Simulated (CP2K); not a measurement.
Runs of CP2K 2026.2 on Ta. It takes space group Im-3m (No. 229, cubic). The conventional cell has a = 3.303 Å, b = 3.303 Å, c = 3.303 Å, α = 90.00°, β = 90.00°, γ = 90.00°. Around Ta (site symmetry m-3m) lie 8 Ta at 2.86 Å. 

```tsv
level	cutoff of the non-local correlation (Ry)	gap on the mesh (eV)	pressure (GPa)
MS2	-	none	1.3
BLYP	-	none	8.0
PBEsol	-	none	(b)
LDA	-	none	-7.3
optB88-vdW	300	none	(a)
RPBE	-	none	4.2
PBE	-	none	1.5
```

Alike in all rows: task band structure; potentials or basis POTENTIAL_UZH Ta GTH-PBE-q13; TZVP-MOLOPT-PBE-GTH basis; no spin polarisation; cell as given; k mesh 11 × 11 × 11; smearing fermi-dirac 0.05 eV.

Estimate the missing entries.

(a) 1.2; (b) -4.0.

Caveats: spin-orbit coupling is left out, which moves the levels of the heavy elements; the basis of atomic orbitals isn't converged, which shifts pressures, moduli and gaps; the potentials were made for another functional, which shifts forces and pressure (some runs).

A k mesh can miss the band edges, and the runs leave out spin-orbit coupling on Ta.

A gap of «none» marks a metal or a gap under the smearing width.
